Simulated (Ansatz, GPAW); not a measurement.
## Ballistic transport through a C6 chain between two Ir chains, from relaxation to T(E)

Aim: the conductance of a C6 chain between two Ir chains after relaxation, and whether geometry, basis or functional moves it most.

Main program and level: GPAW 26.7.0 and Ansatz 0.2.0; Ansatz plane waves; relaxation of the junction with the lead ends held; PAW set soft_1, in the first sound run; inputs show where later runs differ.

Report form: the programs' logs are mostly left out.

**1. The starting structure**

The cell holds 22 atoms: 16 Ir and 6 C. Its edges and angles: a = 9.000 Å, b = 9.000 Å, c = 44.387 Å, α = 90.0°, β = 90.0°, γ = 90.0°. Regions: left lead, 8 atoms (8 Ir); channel, 6 atoms (6 C); right lead, 8 atoms (8 Ir). Vacuum lies along a and b. The structure is stacked along c, and the current runs across the ab planes.

**2. Relaxing the atoms**

Transmission follows bond lengths closely, so the atoms between the held lead ends are relaxed first, from a slightly shaken start that lets symmetry break.

Input file input.yaml:

```yaml
crystal:
  lattice:
    - [9.0, 0.0, 0.0]
    - [0.0, 9.0, 0.0]
    - [0.0, 0.0, 44.387]
  atoms:
    - { symbol: Ir, position: [0.5, 0.5, 0.0259084867] }
    - { symbol: Ir, position: [0.5, 0.5, 0.0777254602] }
    - { symbol: Ir, position: [0.5, 0.5, 0.1295424336] }
    - { symbol: Ir, position: [0.5, 0.5, 0.181359407] }
    - { symbol: Ir, position: [0.5, 0.5, 0.2331763805] }
    - { symbol: Ir, position: [0.5, 0.5, 0.2849933539] }
    - { symbol: Ir, position: [0.4953412719, 0.495986635, 0.3359301582] }
    - { symbol: Ir, position: [0.4979243821, 0.5048242671, 0.3875450151] }
    - { symbol: C, position: [0.5031465649, 0.5042082397, 0.4280045099] }
    - { symbol: C, position: [0.4976635464, 0.5015737154, 0.45677646] }
    - { symbol: C, position: [0.5071851043, 0.502972705, 0.487221828] }
    - { symbol: C, position: [0.4984990281, 0.4970859434, 0.5126930588] }
    - { symbol: C, position: [0.4961543247, 0.4987885543, 0.5441748675] }
    - { symbol: C, position: [0.4956229981, 0.5027202862, 0.5716855956] }
    - { symbol: Ir, position: [0.4978593297, 0.4974490375, 0.612738429] }
    - { symbol: Ir, position: [0.5005640945, 0.4970069115, 0.6625449012] }
    - { symbol: Ir, position: [0.5, 0.5, 0.7150066461] }
    - { symbol: Ir, position: [0.5, 0.5, 0.7668236195] }
    - { symbol: Ir, position: [0.5, 0.5, 0.818640593] }
    - { symbol: Ir, position: [0.5, 0.5, 0.8704575664] }
    - { symbol: Ir, position: [0.5, 0.5, 0.9222745398] }
    - { symbol: Ir, position: [0.5, 0.5, 0.9740915133] }
kpoints:
  mp_grid: { grid: [1, 1, 2] }
hamiltonian:
  xc: pbe
  pseudopotentials: { kind: paw, azcp: { folder: soft_1 } }
scf:
  occupations: { method: fermi_dirac, width: 0.1 }
relax:
  f_tol: 0.03
  max_steps: 80
  constraints: [{ sites: [0, 1, 2, 3, 4, 5, 16, 17, 18, 19, 20, 21] }]
```

Started as:

```bash
$ ansatz run input.yaml --threads 4 --pin off --max-ram 8192MiB --backend cpu --events-out ev --progress --plain --runs-dir out
```

Elapsed: 62 s, on 4 threads of AMD EPYC 9R45 (Zen 5), shared host; peak memory 5.6 GiB; 3.9 min of CPU time.

The steps of the relaxation:

```tsv
step	energy less that of the first step (eV)	largest force component (eV/Å)
1	0.0000	16.0099
2	-1.1499	3.3824
3	-1.4713	1.1294
4	-1.8840	2.1919
5	-2.3411	2.4242
6	-2.7515	1.5722
7	-2.9079	0.5976
8	-3.0000	0.1995
9	-3.0123	0.0383
10	-3.0125	0.0113
```

The atoms that moved most (Å):

```tsv
atom	dx	dy	dz	length
Ir16	0.240	0.713	0.052	0.754
Ir7	-0.115	-0.678	0.014	0.688
Ir15	-0.076	-0.304	0.134	0.341
Ir8	0.113	0.281	-0.148	0.337
C14	0.050	-0.042	0.104	0.123
C11	-0.049	-0.052	-0.086	0.112
C12	0.039	0.035	0.089	0.103
C9	-0.010	-0.033	-0.091	0.098
```

Numbers from this step:

```
free energy         : -192428.6314 eV
smearing term TS    : 1.619 eV
symmetry operations : 1
```

The relaxation lowered the energy of the cell by 3.01 eV.

**3. Plane-wave reference (PBE)**

Plane waves give the reference curve, free of the bias of atom-centred orbitals.

This step: Ansatz plane waves; Landauer transmission by layers, zero bias; PAW set soft_1 (Ansatz 0.2.0).

Input file input.yaml:

```yaml
crystal:
  lattice:
    - [9.0, 0.0, 0.0]
    - [0.0, 9.0, 0.0]
    - [0.0, 0.0, 44.387]
  atoms:
    - { symbol: Ir, position: [0.5, 0.5, 0.0259084867] }
    - { symbol: Ir, position: [0.5, 0.5, 0.0777254602] }
    - { symbol: Ir, position: [0.5, 0.5, 0.1295424336] }
    - { symbol: Ir, position: [0.5, 0.5, 0.181359407] }
    - { symbol: Ir, position: [0.5, 0.5, 0.2331763805] }
    - { symbol: Ir, position: [0.5, 0.5, 0.2849933539] }
    - { symbol: Ir, position: [0.4825739229, 0.4206498467, 0.3362561282] }
    - { symbol: Ir, position: [0.5104773279, 0.5360248266, 0.3842167858] }
    - { symbol: C, position: [0.5020155051, 0.5005655984, 0.4259484876] }
    - { symbol: C, position: [0.5008212134, 0.4944557698, 0.45559952] }
    - { symbol: C, position: [0.5017627949, 0.4972034992, 0.4852763018] }
    - { symbol: C, position: [0.5028104771, 0.5009866704, 0.5146900764] }
    - { symbol: C, position: [0.5034368813, 0.5037996404, 0.5443671887] }
    - { symbol: C, position: [0.5011999506, 0.4980450877, 0.5740206574] }
    - { symbol: Ir, position: [0.4893660826, 0.4636741375, 0.615760538] }
    - { symbol: Ir, position: [0.5272461417, 0.5762322592, 0.6637171615] }
    - { symbol: Ir, position: [0.5, 0.5, 0.7150066461] }
    - { symbol: Ir, position: [0.5, 0.5, 0.7668236195] }
    - { symbol: Ir, position: [0.5, 0.5, 0.818640593] }
    - { symbol: Ir, position: [0.5, 0.5, 0.8704575664] }
    - { symbol: Ir, position: [0.5, 0.5, 0.9222745398] }
    - { symbol: Ir, position: [0.5, 0.5, 0.9740915133] }
kpoints:
  mp_grid: { grid: [1, 1, 2] }
hamiltonian:
  xc: pbe
  pseudopotentials: { kind: paw, azcp: { folder: soft_1 } }
scf:
  occupations: { method: fermi_dirac, width: 0.1 }
output:
  transmission:
    leads: [[0, 1]]
    e_range: [-2, 2]
    de: 0.025
    kmesh: [1, 1]
    reduced_basis: true
  write_potential: true
  write_density: true
  volumetric_format: npy
```

Run time: 69 s. Hardware: 4 threads; peak memory 5.8 GiB; 2.3 min of CPU time.

Numbers from this step:

- lead level: 0 eV from the Fermi level
- transmission at the Fermi level (one spin): 1.970
- open channels of the lead at the Fermi level (one spin): 6
- step of the potential along the lead: 13.2 meV
- offset of the lead: 0 Å
- filling of the lead less its bulk value, in size: 6.4 meV
- conductance: 1.957 G₀

One spin. Transmission, zone mean against energy, zero at the Fermi level:

```tsv
energy (eV)	transmission, zone mean
-2.000	1.31
-1.900	1.68
-1.800	1.86
-1.700	1.95
-1.675	1.95
-1.600	1.93
-1.500	1.81
-1.400	1.76
-1.300	1.81
-1.225	1.85
-1.200	1.84
-1.100	1.77
-1.000	1.51
-0.900	1.81
-0.800	1.91
-0.775	1.91
-0.700	1.79
-0.600	1.42
-0.500	1.20
-0.400	1.21
-0.300	1.43
-0.200	1.75
-0.100	1.91
0.000	1.97
0.050	1.99
0.100	1.83
0.200	1.58
0.300	1.48
0.400	1.49
0.500	1.64
0.600	1.34
0.700	0.793
0.800	0.512
0.900	0.364
1.000	0.274
1.100	0.226
1.200	0.195
1.300	0.172
1.400	0.156
1.500	0.143
1.600	0.135
1.700	0.131
1.800	0.134
1.900	0.147
2.000	0.190
```

One spin. Table of open channels, zone mean by energy, zero at the Fermi level:

```tsv
energy (eV)	open channels, zone mean
-2.000	3
-1.800	4
-1.600	4
-1.400	6
-1.200	6
-1.000	6
-0.800	6
-0.600	6
-0.400	6
-0.200	6
0.000	6
0.200	4
0.400	4
0.600	4
0.800	4
1.000	3
1.200	3
1.400	3
1.600	3
1.800	3
2.000	3
```

Crystal 0, spin -, k parallel (0, 0); distinct values, listed up to 1.5 1/Å. Im kz of the slowest decaying states against energy, zero at the Fermi level:

```tsv
energy (eV)	decay 1 (Å⁻¹)	decay 2 (Å⁻¹)	decay 3 (Å⁻¹)	decay 4 (Å⁻¹)
-2.0000	0.0397	0.550	0.550	1.33
-1.7500	0.416	0.417	1.31	1.31
-1.5000	0.188	0.189	1.28	1.34
-1.2500	1.26	1.26	1.32	1.43
-1.0000	1.23	1.23	1.29	1.41
-0.7500	1.20	1.20	1.27	1.38
-0.5000	1.18	1.18	1.24	1.36
-0.2500	1.15	1.15	1.21	1.33
0.0000	1.12	1.12	1.18	1.31
0.2500	0.281	0.281	1.09	1.09
0.5000	0.412	0.412	1.06	1.06
0.7500	0.500	0.500	1.03	1.03
1.0000	0.0974	0.566	0.566	1.00
1.2500	0.216	0.620	0.620	0.969
1.5000	0.283	0.664	0.937	0.937
1.7500	0.332	0.702	0.702	0.904
2.0000	0.371	0.734	0.734	0.870
```

Crystal 0, spin -, k parallel (0, 0). Table of Re kz of states that move upwards by energy, zero at the Fermi level:

```tsv
energy (eV)	channel 1 (Å⁻¹)	channel 2 (Å⁻¹)	channel 3 (Å⁻¹)	channel 4 (Å⁻¹)	channel 5 (Å⁻¹)	channel 6 (Å⁻¹)
-2.0000	-0.680	-0.680	0.708	-	-	-
-1.7500	-0.640	-0.639	0.290	0.729	-	-
-1.5000	-0.600	-0.600	0.414	0.750	-	-
-1.2500	-0.562	-0.561	0.337	0.337	0.510	0.772
-1.0000	-0.525	-0.524	0.526	0.527	0.591	0.796
-0.7500	-0.488	-0.487	0.661	0.681	0.681	0.823
-0.5000	-0.452	-0.451	0.721	0.827	0.827	0.856
-0.2500	-0.415	-0.415	0.770	0.898	0.983	0.984
0.0000	-0.380	-0.379	0.807	0.951	1.21	1.21
0.2500	-0.344	-0.343	0.835	1.02	-	-
0.5000	-0.307	-0.307	0.860	1.09	-	-
0.7500	-0.270	-0.270	0.882	1.19	-	-
1.0000	-0.233	-0.232	0.903	-	-	-
1.2500	-0.194	-0.193	0.922	-	-	-
1.5000	-0.153	-0.152	0.942	-	-	-
1.7500	-0.108	-0.107	0.961	-	-	-
2.0000	-0.0493	-0.0479	0.980	-	-	-
```

The electrostatic potential energy of an electron (with the applied field's), less the Fermi level, planar mean oscillates, so the rows of the table below give means over windows of 2.22 Å about each position, cut where the curve ends. Its first 14 maxima inside the range that stand out by 2 % of the span (Å: eV): 2.4: 5.27, 4.6: 5.27, 7.0: 5.26, 9.2: 5.26, 11.5: 5.24, 13.8: 5.14, 16.0: 4.95, 18.2: 5.31, 19.5: 5.20, 20.9: 5.13, 22.2: 5.10, 23.5: 5.13, 24.9: 5.20, 26.2: 5.31. Its first 14 minima: 1.2: 3.39, 3.4: 3.38, 5.8: 3.38, 8.0: 3.38, 10.4: 3.35, 12.7: 3.33, 14.9: 3.28, 17.0: 3.36, 18.9: 4.61, 20.3: 4.55, 21.6: 4.50, 22.8: 4.50, 24.1: 4.55, 25.4: 4.61.

Electrostatic potential energy of an electron (with the applied field's), less the Fermi level, planar mean against z; means over each step:

z (Å), electrostatic potential energy of an electron (with the applied field's), less the Fermi level, planar mean (eV) and a bar from the least value:
```
     1.11       4.29 #####
     3.33       4.28 #####
     5.55       4.29 #####
     7.77       4.29 #####
     9.99       4.27 #####
    12.21       4.26 ####
    14.43       4.20 ##
    16.65       4.14 
    18.87       4.97 ##############################
    21.09       4.78 #######################
    23.31       4.78 #######################
    25.53       4.97 ##############################
    27.75       4.14 
    29.97       4.20 ##
    32.19       4.26 ####
    34.41       4.28 #####
    36.63       4.29 #####
    38.85       4.29 #####
    41.07       4.28 #####
    43.29       4.21 ###
```

The valence density, planar mean oscillates, so the rows of the table below give means over windows of 2.22 Å about each position, cut where the curve ends. Its first 14 maxima inside the range that stand out by 2 % of the span (Å: e/Å³): 1.2: 0.180, 3.4: 0.180, 5.8: 0.181, 8.0: 0.179, 10.4: 0.181, 12.7: 0.178, 14.9: 0.180, 17.0: 0.181, 24.4: 0.0387, 27.4: 0.181, 29.4: 0.180, 31.7: 0.178, 34.0: 0.181, 36.4: 0.179. Its first 14 minima: 2.4: 0.0282, 4.6: 0.0277, 7.0: 0.0280, 9.2: 0.0278, 11.5: 0.0280, 13.8: 0.0276, 16.0: 0.0315, 18.2: 0.0307, 26.2: 0.0307, 28.4: 0.0315, 30.6: 0.0276, 32.8: 0.0280, 35.2: 0.0278, 37.4: 0.0280.

The valence density, planar mean by z; means over each step:

```tsv
z (Å)	valence density, planar mean (e/Å³)
1.11	0.0935
3.33	0.0934
5.55	0.0934
7.77	0.0932
9.99	0.0929
12.21	0.0928
14.43	0.0933
16.65	0.0963
18.87	0.0368
21.09	0.0374
23.31	0.0374
25.53	0.0369
27.75	0.0965
29.97	0.0932
32.19	0.0927
34.41	0.0928
36.63	0.0932
38.85	0.0934
41.07	0.0934
43.29	0.0986
```

T at the Fermi level is 1.97 of 6 open channels a spin, without spin-orbit coupling, which is large for these atoms.

**4. GPAW, dzp**

Localised orbitals split the wire into layers that couple to their neighbours alone, which is what the Green's function method needs; double zeta with polarisation is the usual level for numbers.

This step: GPAW LCAO, PAW setups; Landauer transmission from Green's functions with principal layers (ASE), zero bias (GPAW 26.7.0).

Input file run.py:

```python
import json
import numpy as np
from ase import Atoms
from ase.transport.calculators import TransportCalculator
from gpaw import GPAW, FermiDirac
from gpaw.lcao.tools import get_lcao_hamiltonian
from scipy.linalg import eigh

# The junction with lead layers at both ends, along the third cell vector
device = Atoms(
    ['Ir', 'Ir', 'Ir', 'Ir', 'Ir', 'Ir', 'Ir', 'Ir', 'C', 'C', 'C', 'C', 'C', 'C', 'Ir', 'Ir', 'Ir', 'Ir', 'Ir', 'Ir', 'Ir', 'Ir'],
    positions=[
        [4.50000, 4.50000, 1.15000],
        [4.50000, 4.50000, 3.45000],
        [4.50000, 4.50000, 5.75000],
        [4.50000, 4.50000, 8.05000],
        [4.50000, 4.50000, 10.35000],
        [4.50000, 4.50000, 12.65000],
        [4.34317, 3.78585, 14.92540],
        [4.59430, 4.82422, 17.05423],
        [4.51814, 4.50509, 18.90658],
        [4.50739, 4.45010, 20.22270],
        [4.51587, 4.47483, 21.53996],
        [4.52529, 4.50888, 22.84555],
        [4.53093, 4.53420, 24.16283],
        [4.51080, 4.48241, 25.47905],
        [4.40429, 4.17307, 27.33176],
        [4.74522, 5.18609, 29.46041],
        [4.50000, 4.50000, 31.73700],
        [4.50000, 4.50000, 34.03700],
        [4.50000, 4.50000, 36.33700],
        [4.50000, 4.50000, 38.63700],
        [4.50000, 4.50000, 40.93700],
        [4.50000, 4.50000, 43.23700]],
    cell=[[9.0, 0.0, 0.0], [0.0, 9.0, 0.0], [0.0, 0.0, 44.387]],
    pbc=True)

# One principal layer of the lead: the first 5 atoms of the device
lead = Atoms(
    ['Ir', 'Ir', 'Ir', 'Ir', 'Ir'],
    positions=[
        [4.50000, 4.50000, 1.15000],
        [4.50000, 4.50000, 3.45000],
        [4.50000, 4.50000, 5.75000],
        [4.50000, 4.50000, 8.05000],
        [4.50000, 4.50000, 10.35000]],
    cell=[[9.0, 0.0, 0.0], [0.0, 9.0, 0.0], [0.0, 0.0, 11.5]],
    pbc=True)

settings = dict(mode='lcao', basis='dzp', xc='PBE', h=0.2,
                occupations=FermiDirac(0.1), maxiter=250,
                mixer=dict(beta=0.1, nmaxold=8, weight=100.0),
                convergence=dict(density=0.0001))
energies = np.arange(-2, 2 + 1e-9, 0.025)
eta = 0.0001
n1, n2 = 1, 1
# k and -k transmit alike, so half of the mesh across the current serves
mesh = [(i, j) for i in range(n1) for j in range(n2) if (i, j) <= (-i % n1, -j % n2)]
weights = np.array([1 if (i, j) == (-i % n1, -j % n2) else 2 for i, j in mesh]) / (n1 * n2)

# [... helper functions left out ...]
fermi_lead = ground_state(lead, (1, 1, 10), 'lead.txt')
fermi_device = ground_state(device, (1, 1, 2), 'device.txt')
# [... loop over the mesh left out, but for ...]
        # Shift the lead onto the potential of the device's first layer
        shift = ((H[:, 0, 0] - H0[:, 0, 0]) / S0[0, 0]).real.mean()
# [...]
kT = 8.617333e-5 * 300
bias = [0.1, 0.2, 0.5, 1.0, 1.5, 2.0]
# [... integrals and printing left out ...]
```

Started as:

```bash
$ OMP_NUM_THREADS=1 OPENBLAS_NUM_THREADS=1 python run.py
```

The job ended after 3.4 min (1 thread; peak memory 1.5 GiB).

Numbers from this step:

- conductance: 1.935 G₀
- largest coupling past the next principal layer: 1.48e-6 eV
- largest misfit of the first principal layer: 0.1144 eV
- shift that aligns the lead: -0.01123 eV
- basis functions of the junction: 510
- basis functions of a principal layer: 135
- transmission at the Fermi level (one spin): 1.956

One spin. Transmission, zone mean against energy, zero at the Fermi level:

```tsv
energy (eV)	transmission, zone mean
-2.000	1.56
-1.900	1.74
-1.800	1.88
-1.700	1.94
-1.600	1.91
-1.500	1.85
-1.400	1.77
-1.300	1.79
-1.200	1.84
-1.100	1.84
-1.000	1.77
-0.900	1.80
-0.800	1.87
-0.700	1.81
-0.600	1.50
-0.500	1.18
-0.400	1.10
-0.300	1.26
-0.200	1.58
-0.100	1.84
0.000	1.96
0.050	1.97
0.100	1.89
0.200	1.53
0.300	1.41
0.400	1.49
0.475	1.61
0.500	1.58
0.600	1.10
0.700	0.614
0.800	0.420
0.900	0.306
1.000	0.248
1.100	0.210
1.200	0.182
1.300	0.161
1.400	0.144
1.500	0.131
1.600	0.122
1.700	0.117
1.800	0.117
1.900	0.130
2.000	0.225
```

Not self-consistent under bias; the bias window is split evenly. Table of current through one cell, from the zero-bias transmission by bias:

```tsv
bias (V)	current through one cell, from the zero-bias transmission (μA)
0.100	14.9
0.200	29.4
0.500	67.3
1.000	119
1.500	168
2.000	210
```

The transmission of the three most open eigenchannels by energy, zero at the Fermi level:

```tsv
energy (eV)	channel 1	channel 2	channel 3
-2.000	0.857	0.702	5.5e-5
-1.900	0.874	0.869	9.0e-5
-1.800	0.976	0.907	1.2e-4
-1.700	0.994	0.942	1.4e-4
-1.600	0.973	0.937	1.4e-4
-1.500	0.990	0.859	1.3e-4
-1.400	0.998	0.774	1.0e-4
-1.300	0.998	0.797	7.0e-5
-1.200	0.992	0.852	4.8e-5
-1.100	0.959	0.878	3.1e-5
-1.000	0.889	0.877	1.8e-5
-0.900	0.956	0.844	1.0e-5
-0.800	0.983	0.885	6.0e-6
-0.700	0.989	0.816	4.0e-6
-0.600	0.900	0.605	2.8e-6
-0.500	0.647	0.530	2.4e-6
-0.400	0.599	0.497	3.1e-6
-0.300	0.754	0.505	5.2e-6
-0.200	0.929	0.655	1.0e-5
-0.100	0.997	0.844	2.1e-5
0.000	0.980	0.976	2.7e-5
0.100	0.956	0.931	2.2e-5
0.200	0.993	0.534	7.7e-6
0.300	0.893	0.519	3.7e-6
0.400	0.764	0.727	2.1e-6
0.500	0.990	0.592	1.3e-6
0.600	0.597	0.503	7.6e-7
0.700	0.370	0.243	4.6e-7
0.800	0.293	0.127	2.1e-7
0.900	0.227	0.0782	1.7e-8
1.000	0.193	0.0548	6.3e-9
1.100	0.167	0.0423	1.3e-9
1.200	0.147	0.0351	5.1e-11
1.300	0.130	0.0309	0
1.400	0.116	0.0286	2.8e-10
1.500	0.104	0.0273	5.5e-9
1.600	0.0953	0.0265	3.4e-8
1.700	0.0917	0.0249	1.2e-7
1.800	0.0971	0.0203	2.7e-7
1.900	0.123	0.00626	1.8e-7
2.000	0.225	4.8e-10	0
```

At the Fermi level T is 1.96 against 1.97 in plane waves. Couplings past the next layer reach 1.5e-6 eV, small enough to drop; the matrix elements of the cell's first layer differ from the bulk lead's by up to 0.11 eV. That layer keeps its own values in the calculation, and only beyond it is the lead taken as perfect. The Fermi levels of lead and junction count from different zeros of potential, one for each periodic cell; with both set to zero, the small remaining shift is what aligns them. Without spin-orbit coupling, which is large for these atoms, channel counts and T are those of the scalar-relativistic bands. By hand: G = 1.935 × 77.48 μS = 150 μS, a resistance of 6.67 kΩ; at 0.1 V a linear junction would pass 15.0 μA, and the integral over the bias window gives 14.9 μA.

**5. Single-zeta polarised basis**

One radial function a shell plus polarisation makes the matrices smaller; the question is what that costs.

Edit run.py of step 4 so:

```diff
@@ -49,3 +49,3 @@
 
-settings = dict(mode='lcao', basis='dzp', xc='PBE', h=0.2,
+settings = dict(mode='lcao', basis='szp(dzp)', xc='PBE', h=0.2,
                 occupations=FermiDirac(0.1), maxiter=250,
```

It took 1.9 min on 1 thread; peak memory 1.5 GiB.

This step gave:

- conductance: 1.939 G₀
- largest misfit of the first principal layer: 0.09711 eV
- shift that aligns the lead: -0.01394 eV
- basis functions of the junction: 294
- basis functions of a principal layer: 75
- transmission at the Fermi level (one spin): 1.946

The conductance, 1.94 G₀, lies 0.2 % above that of the dzp run.

**6. Minimal basis**

The minimal basis is the cheapest rung: no second zeta and no polarisation.

Edit run.py of step 5 so:

```diff
@@ -49,3 +49,3 @@
 
-settings = dict(mode='lcao', basis='szp(dzp)', xc='PBE', h=0.2,
+settings = dict(mode='lcao', basis='sz(dzp)', xc='PBE', h=0.2,
                 occupations=FermiDirac(0.1), maxiter=250,
```

It took 96 s on 1 thread; peak memory 1.4 GiB.

This step gave:

| Quantity | Value |
| --- | --- |
| conductance | 1.932 G₀ |
| largest coupling past the next principal layer | 1.47e-6 eV |
| largest misfit of the first principal layer | 0.04818 eV |
| shift that aligns the lead | -0.01329 eV |
| basis functions of the junction | 216 |
| basis functions of a principal layer | 60 |
| transmission at the Fermi level (one spin) | 1.937 |

One spin. Table of transmission, zone mean by energy, zero at the Fermi level:

```tsv
energy (eV)	transmission, zone mean
-2.000	1.76
-1.850	1.90
-1.800	1.89
-1.600	1.82
-1.400	1.72
-1.200	1.76
-1.000	1.70
-0.800	1.88
-0.775	1.89
-0.600	1.47
-0.400	1.06
-0.200	1.62
0.000	1.94
0.100	1.96
0.200	1.63
0.400	1.59
0.600	0.601
0.800	0.290
1.000	0.192
1.200	0.145
1.400	0.118
1.600	0.106
1.800	0.117
2.000	0.494
```

The conductance equals that of the dzp run to 0.2 %.

(Continued in part 2 of 2.)

[Logs are printed without paths, hosts, clocks, repeated set-up lines and the standing remarks that a program may print on its own settings, such as how far it seeks lower states.]

[Hosts, paths, dates, database ids (printed as entryN), source tags and the programs' standing remarks are cut or masked in the printed files.]
